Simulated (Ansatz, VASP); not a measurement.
# CdS in VASP and in Ansatz

```xyz
2
Lattice="0.2203 2.5863 2.5863 2.8065 0.0000 2.8065 2.8065 2.8065 0.0000" Properties=species:S:1:pos:R:3 pbc="T T T"
Cd    0.0000    0.0000    0.0000
S     2.9166    2.6964    2.6964
```

Alike in both runs: task single point; functional PBEsol; k mesh 12 × 12 × 12; occupations gaussian, width 0.05 eV; no spin polarisation.

|  | VASP | Ansatz |
| --- | --- | --- |
| version | VASP 6.6.1 | Ansatz 0.2.0 |
| potentials or method | VASP PAW PBE potentials, release 64 (Cd, S) | scalar-relativistic, plane waves, PAW |
| plane-wave cutoff (eV) | 520 | 420 |
| valence electrons in the cell | 18 | 26 |

VASP gave:

| Item | Value |
| --- | --- |
| gap on the k mesh at the Fermi level (eV) | none |
| pressure (GPa) | 1.0 |
| largest component of the traceless stress (GPa) | 2.47 |

**Question.** What did Ansatz give for the same quantities?

**Answer.** gap on the k mesh at the Fermi level (eV): none; pressure (GPa): 0.4; largest component of the traceless stress (GPa): 2.50.

A gap of «none» marks a metal or a gap that the smearing closes. With one functional, cell and mesh, what is left measures potentials, basis and numerics. The two sets of potentials don't hold the same shells in valence.

Caveats: the PAW data sets were made with another functional, which shifts forces and pressure a little (VASP).
